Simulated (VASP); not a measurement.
Set up this calculation in VASP 6.6.1, as the native input.

```yaml
Task: relaxation of cell and atoms
Functional: PBE
Potentials_or_basis: VASP PAW PBE potentials, release 64 (Br)
Cutoff: 520 eV
k_mesh: 9 × 9 × 4
Occupations: gaussian, width 0.1 eV
Spin: no spin polarisation
Further_INCAR_settings: ALGO = Normal; EDIFF = 1e-07; IBRION = 2; POTIM = 0.3; EDIFFG = -0.005; NSW = 60; ISIF = 3
```

The structure of Br lies in POSCAR:

```
Br                                      
1.0
    4.1958139736     -2.1313442221      0.0000000000
    4.1958139736      2.1313442221     -0.0000000000
    0.0000000000      0.0000000000      8.7078122612
  Br            
     4
Direct
     0.8577417216657093    0.1422582783342908    0.1184212101891310
     0.6422582783342907    0.3577417216657091    0.6184212101891312
     0.1422582783342908    0.8577417216657093    0.8815787898108688
     0.3577417216657091    0.6422582783342907    0.3815787898108690
```

These files were run (other wordings do the same):

INCAR

```
ALGO = Normal ; EDIFF = 1E-7
EDIFFG = -0.005 ; ENCUT = 520
GGA = PE ; IBRION = 2
ISIF = 3 ; ISMEAR = 0
KPAR = 2 ; LASPH = True
LCHARG = False ; LREAL = False
LWAVE = False ; NELM = 120
NSW = 60 ; POTIM = 0.3
PREC = Accurate ; SIGMA = 0.1
```

KPOINTS

```
k-points
0
Gamma
  9 9 4
```

Potentials or basis: VASP PAW PBE potentials, release 64 (Br).

Launch:

```sh
$ cat potpaw_PBE.64/Br/POTCAR > POTCAR
$ mpirun -np 2 vasp_std > vasp.out
```

Results of the run:

* Relaxed volume: 39.98 Å³/atom
* Relaxed cell: a = 4.796 Å, b = 4.796 Å, c = 8.709 Å, α = 90.00°, β = 90.00°, γ = 52.96°
* Space group after relaxing (to 0.05 Å): Cmce (No. 64)
* Energy gained by relaxing: 0.2 meV/atom
* Ionic steps: 24
* Pressure after relaxing: 0.0 GPa
* Largest force after relaxing: 0.004 eV/Å
* Band gap on the k mesh: 1.37 eV, direct

Caveat: an odd mesh through Γ misses points on the zone boundary, where band edges often lie.

Run time: 36 min on 2 MPI ranks on AMD EPYC 7571, on a shared host, peak memory 0.36 GiB a rank.
